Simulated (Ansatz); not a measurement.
This log comes from Ansatz, run on a 4-atom cell of CdSe started from a crystallographic database. The starting cell comes from a relaxation with PBE.

The cell given to it:
```
CELL_PARAMETERS angstrom
4.38338 0.00000 0.00000
-2.19169 3.79612 0.00000
0.00000 0.00000 7.15355
ATOMIC_POSITIONS crystal
Cd 0.33333 0.66667 0.00458
Cd 0.66667 0.33333 0.50458
Se 0.33333 0.66667 0.38042
Se 0.66667 0.33333 0.88042
```

Output, abridged:
```
Functional definition: PBEsol
Crystal: 4 atoms, lattice volume = 119.034 Å³
Basis set: ecut = 420 eV, 2333 PW (Γ)
Bands: 44, of which v1, the nominal top of the filled ones, is band 36 counted from 1 (35 counted from 0)
Symmetry: 12 space group operations
Space group: P63mc (ITA 186)
k-points: 21 of 144 (time reversal used)
preconditioner: auto → Resta (q_TF=auto, 2.509 Å⁻¹)  ε∞=4.0  [insulator: Δε(μ)=0.376 eV  σ=0.020 eV  ℏωp=20.4 eV]
SCF 1 converged in 7 iterations: F = -27218.756938 eV  dr2 = 6.64e-8
relax step 1: F+E_penalty+E_count = -27218.75693779 eV  max|allowed force component| = 9.281e-4 eV/Å  Δτ_max = 0.0000 Å  P = -2.550 GPa  Ω = 119.034 Å³
SCF 2 converged in 7 iterations: F = -27218.800073 eV  dr2 = 3.11e-8
relax step 2: F+E_penalty+E_count = -27218.80007288 eV  max|allowed force component| = 8.699e-4 eV/Å  Δτ_max = 0.0005 Å  P = +1.446 GPa  Ω = 109.631 Å³
SCF 3 converged in 5 iterations: F = -27218.812243 eV  dr2 = 3.61e-7
relax step 3: F+E_penalty+E_count = -27218.81224312 eV  max|allowed force component| = 9.277e-4 eV/Å  Δτ_max = 0.0005 Å  P = -0.145 GPa  Ω = 112.857 Å³
SCF 4 converged in 4 iterations: F = -27218.812435 eV  dr2 = 1.50e-8
relax step 4: F+E_penalty+E_count = -27218.81243543 eV  max|allowed force component| = 2.964e-5 eV/Å  Δτ_max = 0.0002 Å  P = -0.003 GPa  Ω = 112.547 Å³
SCF 5 converged in 6 iterations: F = -27218.811387 eV  dr2 = 1.72e-11
relax step 5: F+E_penalty+E_count = -27218.81138689 eV  max|allowed force component| = 3.203e-5 eV/Å  Δτ_max = 0.0000 Å  P = -0.001 GPa  Ω = 112.547 Å³  (SCF on a basis re-selected at this cell)
SCF converged after 6 iterations
Free energy (F): -27218.811387 eV
Fermi energy:    7.621313 eV
--- Per-component energies (eV) ---
  E_band       = -1789.549784
  E_kinetic    = 1247.127955
  E_local      = -12783.654723
  E_nonlocal   = -1112.104806
  E_hartree    = 6070.311664
  E_xc         = -557.085241
  E_vxc        = -637.628228
  E_paw        = -11763.686141
  E_vpaw       = -643.911965
  E_ewald      = -8322.419750
  E_core_change = 2.700820
--- Forces (eV/Å), atoms counted from 1 ---
  atom   1  Cd      0.00000      0.00000      0.00003
  atom   2  Cd      0.00000      0.00000      0.00003
  atom   3  Se      0.00000      0.00000    -0.00003
  atom   4  Se      0.00000      0.00000    -0.00003
--- Stress (GPa, compression-positive) ---
       -0.001079       0.000000       0.000000
        0.000000      -0.001079       0.000000
        0.000000       0.000000      -0.000717
  P = ⅓ Tr σ = -0.0010 GPa (-0.010 kbar)
--- Relaxed structure (4 steps of the walk, 4 accepted, 1 SCFs on fresh bases) ---
  F+E_penalty+E_count = -27218.81138689 eV   max|allowed force component| = 3.203e-5 eV/Å
  cell:  # Å, volume = 112.5471 Å³
    - [4.302933, 0.000000, 0.000000]
    - [-2.151466, 3.726449, 0.000000]
    - [0.000000, 0.000000, 7.018990]
  atoms:
    - { symbol: Cd, position: [0.333333, 0.666667, 0.004604] }
    - { symbol: Cd, position: [0.666667, 0.333333, 0.504604] }
    - { symbol: Se, position: [0.333333, 0.666667, 0.380396] }
    - { symbol: Se, position: [0.666667, 0.333333, 0.880396] }
```

Q: Reconstruct the input.

A:
```yaml
crystal:
  # lattice and atoms as above
kpoints:
  mp_grid: { grid: [6, 6, 4] }
hamiltonian:
  xc: pbesol
scf:
  occupations: { method: fermi_dirac, width: 0.02 }
relax:
  f_tol: 0.005
  cell: {}
```
The relax steps with a changing cell volume need the relax block with cell. Not every key shows in the log; this is the file that was used.

Run as `ansatz run input.yaml --threads 2 --pin off --max-ram 2211MiB --backend cpu --events-out ev --progress --plain --runs-dir out`.

The values are computed, spin-unpolarised, and not measurements.
